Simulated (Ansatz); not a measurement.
## SnTe: what symmetry allows forces and stress to be

```yaml
crystal:
  lattice:
    - [0.14445, 3.71591, 3.71591]
    - [3.71591, 0.14445, 3.71591]
    - [3.71591, 3.71591, 0.14445]
  atoms:
    - { symbol: Sn, position: [0.01999, 0.01999, 0.01999] }
    - { symbol: Te, position: [0.73001, 0.73001, 0.73001] }
```

Theory: DFT PBEsol, scalar-relativistic, plane waves, PAW (Ansatz).

Plane waves to 420 eV, a k mesh through Γ of 8×8×8 on the computed 2-atom cell and Gaussian smearing (0.05 eV); no spin polarisation.

This distorted cell has space group R3m, with 6 operations.

Q: Without a calculation: in which directions can each atom feel a force?

A: A force must be left unchanged by every operation that keeps its atom in place, so it lies in the space that those operations leave fixed. Atoms that the group maps onto each other feel forces of one size.
```
atom site symmetry operations at the site equivalent to atom allowed force (Cartesian)
 Sn1             3m                       6                   1   along (0.58, 0.58, 0.58)
 Te2             3m                       6                   2   along (0.58, 0.58, 0.58)
```

That leaves 2 independent force components of 6, tied by 1 condition that the forces sum to zero, so 1 remains. A relaxation in this cell that keeps the symmetry moves the atoms in these directions alone.

Q: And the stress tensor?

A: It must be invariant under the point group, which leaves 2 independent components: xx = yy, xx = zz, yy = zz, yz = xz, yz = xy, xz = xy.

Q: Do the computed values obey this?

A: Yes. Forces (eV/Å):
```
Sn1 -0.310 -0.310 -0.310
Te2  0.310  0.310  0.310
```

Stress (GPa, compression positive, xx yy zz yz xz xy): -0.30 -0.30 -0.30 -0.94 -0.94 -0.94. The program imposes the same operations on density, forces and stress, so this confirms the analysis and is no independent test of the calculation.

This zinc-blende form isn't the usual stable structure of the compound.